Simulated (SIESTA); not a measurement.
The system is SnO.

```
CELL_PARAMETERS angstrom
3.81370 0.00000 0.00000
0.00000 3.81370 0.00000
0.00000 0.00000 4.88691
ATOMIC_POSITIONS crystal
Sn 0.50000 0.00000 0.76463
Sn 0.00000 0.50000 0.23537
O 0.00000 0.00000 0.00000
O 0.50000 0.50000 0.00000
```

The cell is a database's computed one.

Base run:

- Program: SIESTA 5.4.2
- Functional: VV10
- Potentials or basis: PseudoDojo 0.4 standard (PBE files)
- Basis: DZP (energy shift 0.003 Ry; two zetas on semicore shells)
- Grid cutoff: 800 Ry
- Energy shift: 0.003 Ry
- k mesh: 7 × 7 × 6
- Occupations: fermi-dirac, width 0.05 eV
- Spin: no spin polarisation

Its results: band gap on the k mesh 0.42 eV, indirect (least direct gap 1.98 eV); pressure 8.3 GPa; largest force 1.234 eV/Å.

Task: After a change of settings the same cell gave: band gap on the k mesh 0.37 eV, indirect (least direct gap 1.96 eV); pressure 6.7 GPa; largest force 0.946 eV/Å. Which change was it?
A. functional from VV10 to PBE
B. functional from VV10 to vdW-DF-cx
C. functional from VV10 to vdW-DF-C09
D. functional from VV10 to vdW-DF

Result: A.

Caveats: spin-orbit coupling is left out, which moves the levels of the heavy elements; an odd mesh through Γ misses points on the zone boundary, where band edges often lie; the basis of atomic orbitals isn't converged, which shifts pressures, moduli and gaps; the non-local part is tabulated coarsely and may be off by about a percent (some runs); the potentials were made for another functional, which shifts forces and pressure (some runs).
